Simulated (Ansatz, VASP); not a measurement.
**Au in VASP and in Ansatz**

Contents of INCAR:

```
SYSTEM = Au
  ALGO = Fast
  EDIFF = 1E-6
  ENCUT = 520
  GGA = PE
  ISIF = 2
  ISMEAR = 0
  LASPH = .TRUE.
  LCHARG = .TRUE.
  LELF = .TRUE.
  LREAL = .FALSE.
  LVHAR = .TRUE.
  LWAVE = .FALSE.
  NBANDS = 12
  NELM = 60
  PREC = Accurate
  SIGMA = 0.1
```

KPOINTS

```
k-points
0
G
  8 8 8
  0 0 0
```

The input POSCAR:

```
Au
1.0
   -1.6572690000      1.6572690000      1.6572690000
    1.6572690000     -1.6572690000      1.6572690000
    1.6572690000      1.6572690000     -1.6572690000
Au
1
Direct
    0.0000000000      0.0000000000      0.0000000000
```

Input for Ansatz:

```yaml
crystal:
  lattice:
    - [-1.657269, 1.657269, 1.657269]
    - [1.657269, -1.657269, 1.657269]
    - [1.657269, 1.657269, -1.657269]
  atoms:
    - { symbol: Au, position: [0.0, 0.0, 0.0] }
basis:
  ecutwfc: 420
kpoints:
  mp_grid: { grid: [8, 8, 8] }
hamiltonian:
  xc: pbe
scf:
  occupations: { method: gaussian, width: 0.1 }
output:
  forces: true
  stress: true
  eigenvalues: true
```

This isn't the form of Au at room conditions, which is fcc.

Alike in both runs: task single point; functional PBE; k mesh 8 × 8 × 8; occupations gaussian, width 0.1 eV; no spin polarisation.

|  | VASP | Ansatz |
| --- | --- | --- |
| version | VASP 6.6.1 | Ansatz 0.2.0 |
| potentials or method | VASP PAW PBE potentials, release 64 (Au) | scalar-relativistic, plane waves, PAW |
| plane-wave cutoff (eV) | 520 | 420 |
| valence electrons in the cell | 11 | 19 |

```csv
,VASP,Ansatz,Ansatz less VASP
gap on the k mesh at the Fermi level (eV),none,none,-
pressure (GPa),-1.6,-1.4,+0.11
```

A gap of «none» marks a metal or a gap that the smearing closes. The two sets of potentials don't hold the same shells in valence.

The runs have no spin-orbit coupling, so splittings on Au are missing.
